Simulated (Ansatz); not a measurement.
# Sn: the cost of one run

Computed with Ansatz 0.2.0 (DFT PBEsol, scalar-relativistic, plane waves, PAW, unless a step's input says otherwise).

1 further run of the same task is left out (set aside as unsound or not needed).

### 1 The system as given

It takes space group I4/mmm (No. 139, tetragonal). The conventional cell has a = 3.182 Å, b = 3.182 Å, c = 5.831 Å, α = 90.00°, β = 90.00°, γ = 90.00°. Sn (site symmetry 4/mmm) has 4 Sn at 3.18 Å as nearest neighbours.

As a file:

```
Sn
1.0
    -1.59075    1.59075    2.91565
     1.59075   -1.59075    2.91565
     1.59075    1.59075   -2.91565
Sn
1
Direct
  0.00000 0.00000 0.00000
```

The structure comes from the Crystallography Open Database.

### 2 A distortion that keeps the symmetry

Against the listed cell: strain xx, yy, zz, yz, xz, xy = -3.1, -3.1, -1.6, +0.0, +0.0, +0.0 %.

Contents of input.yaml:

```yaml
crystal:
  lattice:
    - [-1.54124586, 1.54124586, 2.868649722]
    - [1.54124586, -1.54124586, 2.868649722]
    - [1.54124586, 1.54124586, -2.868649722]
  atoms:
    - { symbol: Sn, position: [0.0, 0.0, 0.0] }
basis:
  ecutwfc: 420
kpoints:
  mp_grid: { grid: [18, 18, 18] }
hamiltonian:
  xc: pbesol
scf:
  occupations: { method: gaussian, width: 0.1 }
output:
  forces: true
  stress: true
  eigenvalues: true
```

The run is started by

```
$ ansatz run input.yaml --threads 1 --pin off --max-ram 1331MiB --backend cpu --events-out ev --progress --plain --runs-dir out
```

What time and memory should one allow on 1 thread of an x86-64 CPU, shared host?

About 4.4 s, with a peak of 0.45 GiB.
